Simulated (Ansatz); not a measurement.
## From the elastic tensor of Rh at 11 GPa (stress–strain coefficients) to moduli and sound speeds

The calculation used Ansatz 0.2.0, DFT PBE, scalar-relativistic, plane waves, PAW. Settings: 420 eV plane-wave cutoff, Γ-centred 20×20×20 mesh, Fermi-Dirac smearing of 0.15 eV. No spin polarisation.

Symmetry: Fm-3m, No. 225, cubic system. Conventional cell: a = 3.785 Å, b = 3.785 Å, c = 3.785 Å, α = 90.00°, β = 90.00°, γ = 90.00°. Around Rh (site symmetry m-3m) lie 12 Rh at 2.68 Å.

In a metal, frequencies and elastic constants depend on the k mesh and the smearing, soft modes and shear constants most.

Relaxed-ion constants (GPa, on the Cartesian axes of the calculation):
C11 = 470.6, C12 = 225.0, C13 = 225.0, C22 = 470.6, C23 = 225.0, C33 = 470.6, C44 = 207.5, C55 = 207.5, C66 = 207.5 GPa; the others vanish.

Density 12.607 g/cm³; 1 atom in 13.55 Å³.

The values that follow are for a polycrystal of randomly turned grains, by Hill's mean where one number stands.

* Bulk modulus, Voigt / Reuss / Hill: 306.8 / 306.8 / 306.8 GPa
* Shear modulus, Voigt / Reuss / Hill: 173.6 / 162.6 / 168.1 GPa
* Young's modulus: 426 GPa
* Poisson ratio: 0.268
* Pugh ratio B/G: 1.83
* Universal anisotropy index: 0.34
* Longitudinal and transverse sound speeds: 6490 and 3652 m/s
* Debye temperature from the mean sound speed: 507 K

Cost: 1 run of about 0.62 core-minutes, on Intel Xeon 6975P-C (Granite Rapids) (shared hosts).

Compressed rhodium is stiff in both volume and shape, with a bulk modulus of 306.8 GPa and a Hill shear modulus of 168.1 GPa. The usual explanation is its partly filled 4d band: with about eight d electrons per atom, the bonding states are filled and the antibonding ones only partly so, which still leaves strong cohesion and a high resistance to shear. C44 exceeds half the difference between C11 and C12, so the crystal is stiffest in tension along the cube diagonals and softest along the cube axes, as in most fcc metals.

C12 lies only slightly above C44. Under pressure, purely central forces would already separate these coefficients by twice the pressure, more than is found here, so the small gap is no sign of dominant volume-dependent metallic cohesion; angular d-electron forces probably offset that term. The positive shear and bulk combinations make the lattice stable against small homogeneous strains, but leave finite-wavelength phonon instabilities untested. The Pugh ratio of 1.83 lies too near the customary ductile–brittle boundary to settle how the metal deforms plastically.
